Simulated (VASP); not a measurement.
A run of VASP 6.6.1 is set up as follows.

File INCAR:

```
PREC = Accurate
ENCUT = 520
EDIFF = 1E-6
ISMEAR = 0
SIGMA = 0.05
LREAL = F
LASPH = T
NELM = 80
ALGO = Normal
ISIF = 2
LWAVE = F
LCHARG = F
GGA = PS
NBANDS = 16
```

The input KPOINTS:

```
regular mesh
0
Gamma
  9 9 6
```

The input POSCAR:

```
MgO
1.0
    3.3077869865      0.0000000000      0.0000000000
   -1.6538934933      2.8646275606      0.0000000000
    0.0000000000      0.0000000000      4.9828816700
Mg O
2 2
Direct
    0.3333333333      0.6666666667      0.0121940943
    0.6666666667      0.3333333333      0.5121940943
    0.3333333333      0.6666666667      0.4024402600
    0.6666666667      0.3333333333      0.9024402600
```

Potentials or basis: VASP PAW PBE potentials, release 64 (Mg, O).

Command:

```bash
$ cat potpaw_PBE.64/Mg/POTCAR potpaw_PBE.64/O/POTCAR > POTCAR
$ mpirun -np 1 vasp_std > vasp.out
```

Task: Estimate the pressure.

Result: 0.5 GPa.

Task: What does it give for the band gap on the k mesh?

Result: 3.42 eV, direct.

Task: Predict the largest force.

Result: 0.377 eV/Å.

Forces in eV/Å, atoms in the order of the input:
```
Mg   0.000  0.000 -0.377
Mg   0.000  0.000 -0.377
O    0.000  0.000  0.377
O    0.000  0.000  0.377
```

Caveat: the PAW data sets were made with another functional, which shifts forces and pressure a little; an odd mesh through Γ misses points on the zone boundary, where band edges often lie.
